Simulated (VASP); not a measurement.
**TiC3: density of states with PBE**

Crystal: TiC3.

```xyz
4
Lattice="1.5923 0.9193 4.9688 -1.5923 0.9193 4.9688 0.0000 -1.8387 4.9688" Properties=species:S:1:pos:R:3 pbc="T T T"
Ti    0.0000    0.0000    0.0000
C     0.0000    0.0000    7.4531
C     0.0000    0.0000    8.7591
C     0.0000    0.0000    6.1471
```

The cell was built by a generator and needn't be a form met in nature.

- Program: VASP 6.6.1
- Task: density of states
- Functional: PBE
- Potentials or basis: VASP PAW PBE potentials, release 64 (Ti_sv, C)
- Cutoff: 520 eV
- k mesh: 12 × 12 × 12
- Occupations: gaussian, width 0.1 eV
- Spin: no spin polarisation
- k mesh for the DOS: 18 × 18 × 18
- Occupations for the DOS: tetrahedron
- Further INCAR settings: ALGO = Normal; EDIFF = 1e-06; NBANDS = 20

| Quantity | Value |
| --- | --- |
| Valence electrons inside the program's atomic spheres | Ti 10.21; C 2.62, 2.56 |

Levels at points of the mesh, in eV from the Fermi level:
```
           k point  band 10  band 11  band 12  band 13  band 14  band 15
(0.00, 0.00, 0.00)    -2.53    -2.35    -2.35     0.69     1.03     1.03
(0.50, 0.00, 0.00)    -3.99    -1.68    -0.52     0.05     1.43     1.87
(0.50, 0.50, 0.00)    -3.80    -3.38    -1.99     0.19     2.08     2.54
(0.50, 0.50, 0.50)    -3.72     0.63     0.63     0.97     1.37     1.37
```

States per cell in windows of 1 eV (zero at the Fermi level; states under -8 eV left out):
| from (eV) | total | Ti1_d | C3_p | C4_p | C2_p | Ti1_p | C3_s |
| --- | --- | --- | --- | --- | --- | --- | --- |
| -8.0 | 0.36 | 0.01 | 0.04 | 0.04 | 0.01 | 0.01 | 0.01 |
| -7.0 | 1.38 | 0.09 | 0.16 | 0.16 | 0.11 | 0.03 | 0.04 |
| -6.0 | 2.11 | 0.21 | 0.23 | 0.23 | 0.23 | 0.07 | 0.07 |
| -5.0 | 2.37 | 0.29 | 0.32 | 0.32 | 0.36 | 0.06 | 0.04 |
| -4.0 | 1.94 | 0.22 | 0.25 | 0.25 | 0.34 | 0.03 | 0.01 |
| -3.0 | 1.05 | 0.17 | 0.15 | 0.15 | 0.05 | 0.03 | 0.01 |
| -2.0 | 2.24 | 0.58 | 0.32 | 0.32 | 0.07 | 0.07 | 0.01 |
| -1.0 | 0.58 | 0.20 | 0.07 | 0.07 | 0.02 | 0.01 | 0.00 |
| 0.0 | 1.85 | 1.20 | 0.06 | 0.06 | 0.06 | 0.01 | 0.00 |
| 1.0 | 3.28 | 2.31 | 0.06 | 0.06 | 0.22 | 0.02 | 0.01 |
| 2.0 | 2.14 | 1.39 | 0.11 | 0.11 | 0.10 | 0.03 | 0.01 |
| 3.0 | 1.34 | 0.58 | 0.10 | 0.10 | 0.13 | 0.03 | 0.01 |
| 4.0 | 1.25 | 0.52 | 0.11 | 0.11 | 0.11 | 0.04 | 0.02 |
| 5.0 | 0.95 | 0.42 | 0.08 | 0.08 | 0.07 | 0.02 | 0.02 |
| 6.0 | 1.56 | 0.45 | 0.14 | 0.14 | 0.20 | 0.04 | 0.04 |
| 7.0 | 1.35 | 0.25 | 0.14 | 0.14 | 0.21 | 0.04 | 0.03 |

Run time: 3.3 min on 4 MPI ranks on AMD EPYC 7R13 Processor (Zen 3), on a shared host, peak memory 0.56 GiB a rank.
